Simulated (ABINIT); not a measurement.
Se:

```
CELL_PARAMETERS angstrom
4.36620 0.00000 0.00000
-2.18310 3.78124 0.00000
0.00000 0.00000 4.95360
ATOMIC_POSITIONS crystal
Se 0.77460 0.77460 0.00000
Se 0.00000 0.22540 0.66667
Se 0.22540 0.00000 0.33333
```

Base run:

| Item | Value |
| --- | --- |
| Program | ABINIT 10.8.3 (patched build) |
| Functional | LDA |
| Potentials or basis | JTH PAW LDA v2.0 |
| Cutoff | 408 eV |
| k mesh | 9 × 9 × 8 |
| Occupations | fermi-dirac, width 0.05 eV |
| Spin | no spin polarisation |

Its results: band gap on the k mesh 0.93 eV, indirect (least direct gap 1.14 eV); pressure -1.2 GPa; largest force 0.241 eV/Å.

Task: The run is repeated on the same cell with these changes: k mesh from 9 × 9 × 8 to 3 × 3 × 2. What comes out?

Result: Band gap on the k mesh 1.12 eV, direct; pressure -0.9 GPa; largest force 0.413 eV/Å.

Caveats: some runs use coarse meshes; an odd mesh through Γ misses points on the zone boundary, where band edges often lie.
